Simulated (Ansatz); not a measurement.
# Ge in Ansatz: the effect of functional

Crystal: Ge.

```
CELL_PARAMETERS angstrom
1.49791 -2.61187 0.00000
1.49791 2.61187 0.00000
0.00000 0.00000 4.75891
ATOMIC_POSITIONS crystal
Ge 0.33345 0.66655 0.25000
Ge 0.66655 0.33345 0.75000
```

This isn't the form of Ge at room conditions, which is diamond.

The cell isn't the ideal one: volume scaled by 1.02.

Alike in all runs:

- Program: Ansatz 0.2.0
- Task: single point
- Potentials or basis: Ansatz PAW
- k mesh: 10 × 10 × 6
- Occupations: fermi-dirac, width 0.05 eV
- Spin: no spin polarisation

```csv
functional,cutoff,pressure (GPa)
LDA,420 eV (not typed: the program's choice for these potentials),-2.6
PBEsol,420 eV (not typed: the program's choice for these potentials),-1.0
r2SCAN,500 eV (not typed: the program's choice for these potentials),?
```

Task: What does the run with functional r2SCAN give?

Result: Pressure 0.6 GPa.

Caveats: the PAW data sets come from PBE, with cores solved anew for the run's functional, which leaves a small shift of forces and pressure.

Runs at the PBE level aren't shown here.
